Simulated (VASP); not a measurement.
# Line-ups at interfaces of AlN, part 2 of 3

How do the bands of GaN, SiC and ZnO, strained to AlN, line up with those of AlN?

VASP 6.6.1, plane waves and PAW; the level of theory is named at each step.

So far. Step 3 (Bulk band edges, LDA): The run ends at a pressure of -0.05 GPa, with forces up to 0.0038 eV/Å.

### 5. Relax the partner on the substrate's cell, LDA

One member in full, SiC: held to the substrate's in-plane cell, its height is moved until the normal stress is near zero, five times at most.

Level: LDA; plane waves and PAW (Si, C).

System, named by how it was started: SiC. The structure is orthorhombic, space group Cmc2_1 (No. 36). Conventional cell: a = 3.092 Å, b = 5.293 Å, c = 4.949 Å, α = 90.00°, β = 90.00°, γ = 90.00°. Si has 4 C at 1.87 to 1.88 Å nearest. Nearest to C lie 4 Si at 1.87 to 1.88 Å. Farther neighbours are not listed.

File INCAR:

```
SYSTEM = SiC
PREC = Accurate
ENCUT = 520
EDIFF = 1E-07
NELM = 120
ISMEAR = 0
SIGMA = 0.02
LREAL = .FALSE.
ALGO = Normal
GGA = CA
NBANDS = 24
LASPH = .TRUE.
LORBIT = 11
LWAVE = .FALSE.
LCHARG = .FALSE.
KPAR = 8
IBRION = 1
NSW = 25
ISIF = 2
EDIFFG = -0.004
POTIM = 0.3
```

File POSCAR:

```
SiC
1.0
    3.0916241270      0.0000000000      0.0000000000
    0.0000000000      4.9492496470      0.0000000000
    0.0000000000      0.0000000000      5.2925958180
Si C
4 4
Direct
    0.0000000000      0.9994544311      0.9999168998
    0.5000000000      0.9994544311      0.4999168998
    0.0000000000      0.4994544311      0.3334164332
    0.5000000000      0.4994544311      0.8334164332
    0.0000000000      0.3775455689      0.9989981721
    0.5000000000      0.3775455689      0.4989981721
    0.0000000000      0.8775455689      0.3343351609
    0.5000000000      0.8775455689      0.8343351609
```

File KPOINTS:

```
Automatic mesh
0
Gamma
9 6 5
0 0 0
```

The projector-augmented-wave data sets are Si and C (LDA family, release 64).

Run with:

```sh
> mpirun -np 8 vasp_std
```

Log:

```text
[banner, memory and clock lines left out]
running    8 mpi-ranks, on    1 nodes
[...]
[... a notice as in an earlier step ...]

 LDA part: xc-table for (Slater(with rela. corr.)+CA(PZ))
 , standard interpolation
 POSCAR, INCAR and KPOINTS ok, starting setup
[...]
entering main loop
       N       E                     dE             d eps       ncg     rms          rms(c)
DAV:   1     0.734045216798E+02    0.73405E+02   -0.14638E+04  2880   0.119E+03
DAV:   2    -0.680316292865E+02   -0.14144E+03   -0.13220E+03  4008   0.207E+02
DAV:   3    -0.748767488681E+02   -0.68451E+01   -0.68032E+01  3832   0.438E+01
DAV:   4    -0.749661509878E+02   -0.89402E-01   -0.89339E-01  3624   0.603E+00
[...]
DAV:  12    -0.665128610069E+02    0.29624E-05   -0.51333E-06  3600   0.108E-02    0.727E-03
DAV:  13    -0.665128607542E+02    0.25271E-06   -0.18225E-06  3736   0.578E-03    0.210E-03
DAV:  14    -0.665128607463E+02    0.78608E-08   -0.77904E-08  2344   0.156E-03
   1 F= -.66512861E+02 E0= -.66512861E+02  d E =-.665129E+02
 BRION: g(F)=  0.682E-05 g(S)=  0.000E+00
[...]
N       E                     dE             d eps       ncg     rms          rms(c)
DAV:   1    -0.665128642258E+02   -0.34716E-05   -0.31288E-04  3208   0.111E-01    0.524E-03
DAV:   2    -0.665128643211E+02   -0.95288E-07   -0.56154E-06  3784   0.136E-02    0.254E-03
DAV:   3    -0.665128640795E+02    0.24158E-06   -0.42070E-07  3600   0.448E-03    0.586E-04
DAV:   4    -0.665128640868E+02   -0.72805E-08   -0.14306E-07  2576   0.187E-03
   2 F= -.66512864E+02 E0= -.66512864E+02  d E =-.334049E-05
 BRION: g(F)=  0.716E-07 g(S)=  0.000E+00 retain N=  1 mean eig= 0.93
 eig:   0.930
 reached required accuracy - stopping structural energy minimisation
```

Wall time 28 s (8 MPI ranks of AMD EPYC 7R43, shared host); peak memory 1.6 GiB.

Parts of OUTCAR (step 5):

```text
  Total       -2.3551275      3.6899838     -0.0054640      0.0000000      0.0000000      0.0000000
  in kB      -46.5940256     73.0029256     -0.1081008      0.0000000      0.0000000      0.0000000
  external PRESSURE =       8.7669331 kB  Pullay stress =       0.0000000 kB

 POSITION                                       TOTAL-FORCE (eV/Angst)
 -----------------------------------------------------------------------------------
     -0.00000      4.94663      5.29203         0.000000     -0.000320      0.000637
      1.54581      4.94663      2.64573         0.000000     -0.000320      0.000637
     -0.00000      2.47200      1.76476         0.000000     -0.000320     -0.000637
      1.54581      2.47200      4.41106         0.000000     -0.000320     -0.000637
      0.00000      1.86849      5.28715        -0.000000      0.000320     -0.000089
      1.54581      1.86849      2.64085         0.000000      0.000320     -0.000089
      0.00000      4.34311      1.76965        -0.000000      0.000320      0.000089
      1.54581      4.34311      4.41594         0.000000      0.000320      0.000089
 -----------------------------------------------------------------------------------
    total drift:                                0.000000     -0.000601      0.000040

  FREE ENERGIE OF THE ION-ELECTRON SYSTEM (eV)
  ---------------------------------------------------
  free  energy   TOTEN  =       -66.5128640868 eV

  energy  without entropy=      -66.5128640868  energy(sigma->0) =      -66.51286409

[... 2 parts as in an earlier step ...]

[... 2 further parts left out ...]
[key lines of the parts left out:]
E-fermi :   8.6250
```

Read from the output:

- energy(sigma→0) of the program: -66.5129 eV
- stress, compression positive: xx, yy, zz -4.66, 7.30, -0.01 GPa
- ionic steps: 2

### 6. Bulk band edges, LDA

A bulk run places the partner's levels against the mean potential at its cores.

Level: LDA; plane waves and PAW (Si, C).

File INCAR:

```
SYSTEM = SiC
PREC = Accurate
ENCUT = 520
EDIFF = 1E-06
NELM = 100
ISMEAR = 0
SIGMA = 0.02
LREAL = .FALSE.
ALGO = Normal
GGA = CA
NBANDS = 22
LASPH = .TRUE.
LWAVE = .FALSE.
LCHARG = .FALSE.
KPAR = 8
```

File POSCAR:

```
SiC
1.0
    3.0916241270      0.0000000000      0.0000000000
    0.0000000000      4.9492496470      0.0000000000
    0.0000000000      0.0000000000      5.2925958180
Si C
4 4
Direct
    0.0000000000      0.9994702778      0.9998932011
    0.5000000000      0.9994702778      0.4998932011
    0.0000000000      0.4994702778      0.3334401319
    0.5000000000      0.4994702778      0.8334401319
    0.0000000000      0.3775297222      0.9989705816
    0.5000000000      0.3775297222      0.4989705816
    0.0000000000      0.8775297222      0.3343627514
    0.5000000000      0.8775297222      0.8343627514
```

KPOINTS is that of step 5.

File KPOINTS_OPT:

```
Line mode
6
Line-mode
Reciprocal
  0.05000000   0.00000000   0.00000000
  0.49500000   0.00000000   0.00000000

  0.49500000   0.00000000   0.49500000
  0.49500000   0.49500000   0.49500000
```

Run with:

```sh
> mpirun -np 8 vasp_std
```

Log:

```text
[... set-up lines as in an earlier step ...]
 entering main loop
       N       E                     dE             d eps       ncg     rms          rms(c)
DAV:   1     0.823574876615E+02    0.82357E+02   -0.14793E+04  2640   0.130E+03
DAV:   2    -0.676687193355E+02   -0.15003E+03   -0.14079E+03  3670   0.219E+02
DAV:   3    -0.748576117050E+02   -0.71889E+01   -0.71469E+01  3354   0.484E+01
DAV:   4    -0.749653862501E+02   -0.10777E+00   -0.10762E+00  3326   0.694E+00
[...]
DAV:  11    -0.665128671584E+02   -0.24397E-05   -0.31799E-05  3332   0.397E-02    0.268E-02
DAV:  12    -0.665128642124E+02    0.29459E-05   -0.58271E-06  3274   0.116E-02    0.654E-03
DAV:  13    -0.665128640798E+02    0.13265E-06   -0.88872E-07  2304   0.470E-03
   1 F= -.66512864E+02 E0= -.66512864E+02  d E =-.376782E-12
 Start KPOINTS_OPT (optional k-point list driver)
k-point batch [1-12\12]
       N       E                     dE             ncg
DAV:   1     0.579669089407E+04   -0.87192E+04      528
DAV:   2     0.419818289455E+04   -0.15985E+04      692
DAV:   3     0.412111874135E+04   -0.77064E+02      672
DAV:   4     0.411984549826E+04   -0.12732E+01      630
DAV:   5     0.411981266106E+04   -0.32837E-01      688
DAV:   6     0.411981175923E+04   -0.90183E-03      636
DAV:   7     0.411981171673E+04   -0.42504E-04      632
DAV:   8     0.411981171472E+04   -0.20061E-05      506
DAV:   9     0.411981171460E+04   -0.11736E-06      480
```

The job ended after 22 s (8 MPI ranks; peak memory 1.9 GiB; 2.8 min of CPU time).

From OUTCAR (step 6):

```text
  Total       -2.3561664      3.6899127     -0.0055504      0.0000000      0.0000000      0.0000000
  in kB      -46.6145781     73.0015183     -0.1098091      0.0000000      0.0000000      0.0000000
  external PRESSURE =       8.7590437 kB  Pullay stress =       0.0000000 kB

 POSITION                                       TOTAL-FORCE (eV/Angst)
 -----------------------------------------------------------------------------------
      0.00000      4.94663      5.29203         0.000000     -0.000339      0.000600
      1.54581      4.94663      2.64573         0.000000     -0.000339      0.000600
      0.00000      2.47200      1.76476        -0.000000     -0.000339     -0.000600
      1.54581      2.47200      4.41106        -0.000000     -0.000339     -0.000600
      0.00000      1.86849      5.28715         0.000000      0.000339     -0.000248
      1.54581      1.86849      2.64085         0.000000      0.000339     -0.000248
      0.00000      4.34311      1.76965        -0.000000      0.000339      0.000248
      1.54581      4.34311      4.41594        -0.000000      0.000339      0.000248
 -----------------------------------------------------------------------------------
    total drift:                               -0.000000     -0.000524      0.000040

  FREE ENERGIE OF THE ION-ELECTRON SYSTEM (eV)
  ---------------------------------------------------
  free  energy   TOTEN  =       -66.5128640798 eV

  energy  without entropy=      -66.5128640798  energy(sigma->0) =      -66.51286408

[... 2 parts as in an earlier step ...]

[... 1 further part left out ...]
[key lines of the parts left out:]
E-fermi :   8.5691
```

Numbers from this step:

| Quantity | Value |
| --- | --- |
| energy(sigma→0) of the program | -66.5129 eV |
| stress, compression positive | xx, yy, zz -4.66, 7.30, -0.01 GPa |

The run ends at a pressure of 0.88 GPa, with forces up to 6.9e-4 eV/Å.

### 7. Bulk band edges, HSE06

At this level only the shift of the partner's edges against the mean potential of the cell is used.

Level: HSE06; plane waves and PAW (Si, C).

File INCAR:

```
SYSTEM = SiC
PREC = Accurate
ENCUT = 520
EDIFF = 1E-06
NELM = 100
ISMEAR = 0
SIGMA = 0.02
LREAL = .FALSE.
ALGO = Normal
LHFCALC = .TRUE.
AEXX = 0.25
GGA = PE
HFSCREEN = 0.2
LASPH = .TRUE.
NBANDS = 22
PRECFOCK = Fast
LWAVE = .FALSE.
LCHARG = .FALSE.
KPAR = 4
```

POSCAR is that of step 6.

File KPOINTS:

```
Automatic mesh
0
Gamma
5 3 3
0 0 0
```

KPOINTS_OPT is that of step 6.

Run with:

```sh
> mpirun -np 8 vasp_std
```

Log:

```text
[banner, memory and clock lines left out]
running    8 mpi-ranks, on    1 nodes
[...]
[... a notice as in an earlier step ...]

 [... a notice as in an earlier step ...]

 LDA part: xc-table for (Slater+PW92), standard interpolation
 found WAVECAR, reading the header
 POSCAR, INCAR and KPOINTS ok, starting setup
[...]
reading WAVECAR
 the WAVECAR file was read successfully
 initial charge from wavefunction
 entering main loop
       N       E                     dE             d eps       ncg     rms          rms(c)
DAV:   1    -0.700639827515E+02   -0.70064E+02   -0.27619E+00   528   0.119E+01    0.769E+00
DAV:   2    -0.700804002507E+02   -0.16417E-01   -0.89822E-02   618   0.185E+00    0.589E+00
DAV:   3    -0.700734722300E+02    0.69280E-02   -0.65276E-03   642   0.432E-01    0.345E+00
DAV:   4    -0.700717142762E+02    0.17580E-02   -0.18136E-03   630   0.202E-01    0.197E+00
[...]
DAV:   9    -0.700708376821E+02    0.61969E-05   -0.20002E-06   420   0.112E-02    0.117E-01
DAV:  10    -0.700708361225E+02    0.15595E-05   -0.96211E-07   372   0.796E-03    0.662E-02
DAV:  11    -0.700708359083E+02    0.21423E-06   -0.30039E-07   336   0.440E-03
   1 F= -.70070836E+02 E0= -.70070836E+02  d E =-.875202E-31
 Start KPOINTS_OPT (optional k-point list driver)
k-point batch [1-12\12]
       N       E                     dE             ncg
DAV:   1     0.232630322868E+04   -0.88089E+04      528
DAV:   2     0.667202341618E+03   -0.16591E+04      660
DAV:   3     0.469512861412E+03   -0.19769E+03      618
DAV:   4     0.464378316518E+03   -0.51345E+01      638
DAV:   5     0.464276182591E+03   -0.10213E+00      612
DAV:   6     0.464273766095E+03   -0.24165E-02      614
DAV:   7     0.464273681180E+03   -0.84915E-04      552
DAV:   8     0.464273677552E+03   -0.36280E-05      442
DAV:   9     0.464273677335E+03   -0.21684E-06      408
```

Elapsed: 4 min, on 8 MPI ranks; peak memory 2 GiB.

From OUTCAR (step 7):

```text
 POSITION                                       TOTAL-FORCE (eV/Angst)
 -----------------------------------------------------------------------------------
      0.00000      4.94663      5.29203        -0.000000     -0.008002      0.000348
      1.54581      4.94663      2.64573        -0.000000     -0.008002      0.000348
      0.00000      2.47200      1.76476        -0.000000     -0.008002     -0.000348
      1.54581      2.47200      4.41106        -0.000000     -0.008002     -0.000348
      0.00000      1.86849      5.28715        -0.000000      0.008002     -0.003853
      1.54581      1.86849      2.64085         0.000000      0.008002     -0.003853
      0.00000      4.34311      1.76965        -0.000000      0.008002      0.003853
      1.54581      4.34311      4.41594         0.000000      0.008002      0.003853
 -----------------------------------------------------------------------------------
    total drift:                                0.000001     -0.000494      0.000010

  FREE ENERGIE OF THE ION-ELECTRON SYSTEM (eV)
  ---------------------------------------------------
  free  energy   TOTEN  =       -70.0708359083 eV

  energy  without entropy=      -70.0708359083  energy(sigma->0) =      -70.07083591

[... 1 part as in an earlier step ...]

[... 2 further parts left out ...]
[key lines of the parts left out:]
E-fermi :   8.2229
```

Read from the output:

```
energy(sigma→0) of the program : -70.0708 eV
```

### 8. Relax the interface, LDA

Superlattice of 16 atoms of AlN and 16 of SiC on the AlN lattice. Atoms relax, and the height is moved while the normal stress exceeds 0.4 GPa, three times at most; a third move is not followed by a relaxation.

Level: LDA; plane waves and PAW (Al, N, C, Si).

System, named by how it was started: AlN/SiC (10-10). The cell holds 32 atoms: 8 Al, 8 N, 8 C and 8 Si. Cell: a = 3.092 Å, b = 4.949 Å, c = 21.318 Å, α = 90.0°, β = 90.0°, γ = 90.0°. It derives from AlN. Superlattice of 16 atoms of AlN and 16 of SiC on the AlN lattice. The structure's axis is c.

File INCAR:

```
SYSTEM = AlSiCN
PREC = Normal
ENCUT = 520
EDIFF = 1E-05
NELM = 120
ISMEAR = 0
SIGMA = 0.05
LREAL = Auto
ALGO = Fast
GGA = CA
NBANDS = 88
LASPH = .TRUE.
LORBIT = 11
LWAVE = .FALSE.
LCHARG = .FALSE.
KPAR = 4
NCORE = 2
IBRION = 2
NSW = 60
ISIF = 2
EDIFFG = -0.03
POTIM = 0.4
MAXMIX = 40
ISYM = 2
```

File POSCAR:

```
AlSiCN
1.0
    3.0916241270      0.0000000000      0.0000000000
    0.0000000000      4.9492496470      0.0000000000
    0.0000000000      0.0000000000     21.3175195860
Al N C Si
8 8 8 8
Direct
    0.0000000000      0.0000708380      0.9999999900
    0.0000000000      0.5000708380      0.0837314370
    0.5000000000      0.0000708380      0.1255971320
    0.5000000000      0.5000708380      0.2093285790
    0.0000000000      0.0000708380      0.2511942730
    0.0000000000      0.5000708380      0.3349257200
    0.5000000000      0.0000708380      0.3767914150
    0.5000000000      0.5000708380      0.4605228620
    0.0000000000      0.3819291620      0.9999998120
    0.0000000000      0.8819291620      0.0837316160
    0.5000000000      0.3819291620      0.1255969530
    0.5000000000      0.8819291620      0.2093287570
    0.0000000000      0.3819291620      0.2511940950
    0.0000000000      0.8819291620      0.3349258990
    0.5000000000      0.3819291620      0.3767912360
    0.5000000000      0.8819291620      0.4605230400
    0.0000000000      0.3775297220      0.5024210140
    0.0000000000      0.8775297220      0.5856903260
    0.5000000000      0.3775297220      0.6265582470
    0.5000000000      0.8775297220      0.7098275590
    0.0000000000      0.3775297220      0.7506954810
    0.0000000000      0.8775297220      0.8339647930
    0.5000000000      0.3775297220      0.8748327140
    0.5000000000      0.8775297220      0.9581020270
    0.0000000000      0.9994702780      0.5026500760
    0.0000000000      0.4994702780      0.5854612630
    0.5000000000      0.9994702780      0.6267873100
    0.5000000000      0.4994702780      0.7095984970
    0.0000000000      0.9994702780      0.7509245440
    0.0000000000      0.4994702780      0.8337357300
    0.5000000000      0.9994702780      0.8750617770
    0.5000000000      0.4994702780      0.9578729640
```

File KPOINTS:

```
Automatic mesh
0
Gamma
7 5 1
0 0 0
```

PAW data sets: Al, N, C and Si (LDA family, release 64).

Run with:

```sh
> mpirun -np 8 vasp_std
```

Log:

```text
[banner, memory and clock lines left out]
running    8 mpi-ranks, on    1 nodes
[...]
LDA part: xc-table for (Slater(with rela. corr.)+CA(PZ))
 , standard interpolation
 POSCAR, INCAR and KPOINTS ok, starting setup
[...]
entering main loop
       N       E                     dE             d eps       ncg     rms          rms(c)
DAV:   1     0.437134918342E+03    0.43713E+03   -0.59144E+04  2112   0.131E+03
DAV:   2    -0.253846902525E+03   -0.69098E+03   -0.65898E+03  2664   0.248E+02
DAV:   3    -0.299865279904E+03   -0.46018E+02   -0.45664E+02  2600   0.645E+01
DAV:   4    -0.300606817325E+03   -0.74154E+00   -0.73913E+00  2576   0.903E+00
[...]
RMM:  13    -0.262335010334E+03   -0.51891E-04   -0.89807E-04  2173   0.778E-02    0.288E-02
RMM:  14    -0.262335024470E+03   -0.14136E-04   -0.14794E-04  2116   0.355E-02    0.171E-02
RMM:  15    -0.262335024214E+03    0.25613E-06   -0.40242E-05  1548   0.170E-02
   1 F= -.26233502E+03 E0= -.26233502E+03  d E =-.262335E+03
[... from here on, the cycles between the ionic steps are left out ...]
   2 F= -.26256935E+03 E0= -.26256935E+03  d E =-.234322E+00
   3 F= -.26260348E+03 E0= -.26260348E+03  d E =-.268457E+00
   5 F= -.26262918E+03 E0= -.26262918E+03  d E =-.257009E-01
   7 F= -.26263925E+03 E0= -.26263925E+03  d E =-.100706E-01
   9 F= -.26264434E+03 E0= -.26264434E+03  d E =-.509121E-02
  11 F= -.26264623E+03 E0= -.26264623E+03  d E =-.188871E-02
  13 F= -.26264815E+03 E0= -.26264815E+03  d E =-.192186E-02
  15 F= -.26265056E+03 E0= -.26265056E+03  d E =-.240640E-02
  17 F= -.26265423E+03 E0= -.26265423E+03  d E =-.366604E-02
  19 F= -.26265620E+03 E0= -.26265620E+03  d E =-.197574E-02
  21 F= -.26265636E+03 E0= -.26265636E+03  d E =-.213015E-02
  23 F= -.26265636E+03 E0= -.26265636E+03  d E =-.213398E-02
  25 F= -.26265711E+03 E0= -.26265711E+03  d E =-.750126E-03
  26 F= -.26265741E+03 E0= -.26265741E+03  d E =-.298089E-03
 trial-energy change:   -0.000298  1 .order   -0.000284   -0.000375   -0.000194
 step:   1.7474(harm=  1.7474)  dis= 0.00341  next Energy=  -262.657499 (dE=-0.388E-03)
 reached required accuracy - stopping structural energy minimisation
```

It took 6.1 min on 8 MPI ranks; peak memory 1.7 GiB; 48 min of CPU time.

Parts of OUTCAR (step 8):

```text
  Total       -4.1549304      8.6528288     -0.7129039      0.0000000      0.0000000      0.0000000
  in kB      -20.4085251     42.5016681     -3.5016992      0.0000000      0.0000000      0.0000000
  external PRESSURE =       6.1971479 kB  Pullay stress =       0.0000000 kB

 POSITION                                       TOTAL-FORCE (eV/Angst)
 -----------------------------------------------------------------------------------
      0.00000      4.93918      0.00038         0.000000     -0.009868      0.008977
      0.00000      2.52915      1.78606         0.000000     -0.009390      0.004944
      1.54581      0.03588      2.68708         0.000000     -0.003677      0.008078
      1.54581      2.50881      4.45341         0.000000      0.016085     -0.004176
      0.00000      0.03418      5.36379         0.000000      0.016085      0.004176
      0.00000      2.51050      7.13013         0.000000     -0.003677     -0.008078
      1.54581      0.05453      8.03115         0.000000     -0.009390     -0.004944
      1.54581      2.46455      9.81682         0.000000     -0.009868     -0.008977
      0.00000      1.92842     21.27726         0.000000     -0.000371      0.010816
      0.00000      4.40550      1.81776         0.000000     -0.001493     -0.006694
      1.54581      1.92820      2.65702         0.000000     -0.003908     -0.011528
      1.54581      4.39879      4.47698         0.000000      0.022742     -0.003774
      0.00000      1.92416      5.34023         0.000000      0.022742      0.003774
      0.00000      4.40282      7.16019         0.000000     -0.003908      0.011528
[...]
-----------------------------------------------------------------------------------
    total drift:                               -0.000000     -0.016743     -0.005062

  FREE ENERGIE OF THE ION-ELECTRON SYSTEM (eV)
  ---------------------------------------------------
  free  energy   TOTEN  =      -262.6574093178 eV

  energy  without entropy=     -262.6574093178  energy(sigma->0) =     -262.65740932

[... 1 part as in an earlier step ...]

[... 3 further parts left out ...]
[key lines of the parts left out:]
E-fermi :   8.5231
```

Numbers from this step:

- energy(sigma→0) of the program: -262.6574 eV
- stress, compression positive: xx, yy, zz -2.04, 4.25, -0.35 GPa
- ionic steps: 26

[end of part 2 of 3]

[Lines on the potential files, build, host, timing and source positions are cut from VASP's logs without a mark.]

[Logs are printed without paths, hosts, clocks, repeated set-up lines and the standing remarks that a program may print on its own settings, such as how far it seeks lower states.]

[Hosts, paths, dates, database ids (printed as entryN), source tags and the programs' standing remarks are cut or masked in the printed files.]

[In band tables of VASP the shares of atoms and orbitals are scaled to a sum of 1 inside the atoms' spheres.]
